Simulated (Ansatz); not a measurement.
# HfO2: the cost of one run

Computed with Ansatz 0.2.0 (DFT PBE, scalar-relativistic, plane waves, PAW, unless a step's input says otherwise).

### Step 1. The system as given

The structure is orthorhombic, space group Pca2_1 (No. 29). The conventional cell has a = 5.219 Å, b = 5.005 Å, c = 5.033 Å, α = 90.00°, β = 90.00°, γ = 90.00°. Hf (site symmetry 1) is surrounded by 7 O at 2.02 to 2.23 Å. Around O (site symmetry 1) lie 3 Hf at 2.02 to 2.13 Å. O (site symmetry 1) is surrounded by 4 Hf at 2.11 to 2.23 Å.

Coordinates:

```
CELL_PARAMETERS angstrom
5.21946 0.00000 0.00000
0.00000 5.00476 0.00000
0.00000 0.00000 5.03269
ATOMIC_POSITIONS crystal
Hf 0.03301 0.26748 0.24144
Hf 0.46699 0.26748 0.74144
Hf 0.53301 0.73252 0.24144
Hf 0.96699 0.73252 0.74144
O 0.36787 0.07135 0.37927
O 0.13213 0.07135 0.87927
O 0.73395 0.46012 0.49229
O 0.76605 0.46012 0.99229
O 0.26605 0.53988 0.99229
O 0.23395 0.53988 0.49229
O 0.86787 0.92865 0.37927
O 0.63213 0.92865 0.87927
```

The structure rests on an entry of the Materials Project (structure only); cell or positions may have been set otherwise for this series.

### Step 2. Relaxing cell and atoms: HfO2, no spin

File input.yaml:

```yaml
crystal:
  lattice:
    - [5.21946336, 0.0, 0.0]
    - [0.0, 5.00476369, 0.0]
    - [0.0, 0.0, 5.03268505]
  atoms:
    - { symbol: Hf, position: [0.033006, 0.26747918, 0.24144035] }
    - { symbol: Hf, position: [0.466994, 0.26747918, 0.74144035] }
    - { symbol: Hf, position: [0.533006, 0.73252082, 0.24144035] }
    - { symbol: Hf, position: [0.966994, 0.73252082, 0.74144035] }
    - { symbol: O, position: [0.36787255, 0.0713546, 0.37926726] }
    - { symbol: O, position: [0.13212745, 0.0713546, 0.87926726] }
    - { symbol: O, position: [0.73394852, 0.46011695, 0.49229239] }
    - { symbol: O, position: [0.76605148, 0.46011695, 0.99229239] }
    - { symbol: O, position: [0.26605148, 0.53988305, 0.99229239] }
    - { symbol: O, position: [0.23394852, 0.53988305, 0.49229239] }
    - { symbol: O, position: [0.86787255, 0.9286454, 0.37926726] }
    - { symbol: O, position: [0.63212745, 0.9286454, 0.87926726] }
scf:
  occupations: { method: fixed }
output:
  forces: true
  stress: true
  eigenvalues: true
hamiltonian:
  xc: pbe
kpoints:
  mp_grid: { grid: [4, 4, 4] }
relax:
  f_tol: 0.005
  cell: { stress_tol: 0.05 }
```

On the command line:

```
ansatz run input.yaml --threads 8 --pin off --max-ram 16384MiB --backend cpu --events-out ev --progress --plain --runs-dir out
```

What time and memory should one allow on 8 threads of Intel Xeon at 2.70GHz, shared host?

About 1.7 min, with a peak of 0.98 GiB.
